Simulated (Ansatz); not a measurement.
AlN: how the free axis answers a strain

AlN, P6_3mc, a = 3.107 Å, c = 4.979 Å. Ansatz: r2SCAN, PAW, 500 eV, Γ-centred 12×12×6 mesh on 4 atoms, Gaussian smearing 0.02 eV; no spin polarisation. Series: biaxial strain in the a-b plane, c and atoms relaxed; x is the strain in per cent. y is the change of c in per cent of 4.979 Å.

```tsv
x (%)	y (%)
-4.5	?
-3.0	1.55
-1.5	0.79
0.0	0.00
1.5	-0.85
3.0	-1.79
4.5	-2.87
```

**Question.** Fit y = c1 x + c2 x² to the other rows, say what c1 measures, and predict the missing y.

**Answer.** Least squares on the rows shown. y = −0.5595 x − 0.01619 x². With no stress along c, c1 = −2C13/C33 = -0.559. At x = -4.5 the fit asked for gives 2.19 %. The run gave 2.25 %, so the fit is 0.06 % too low, 1.2 % of the span of the series, against an rms of 0.02 % on the fitted rows. The row lies outside the fitted range. With a term in x³ added, a fit to the same known rows predicts 2.33 %, which misses by about as much or more on the other side: the known rows don't fix the higher terms.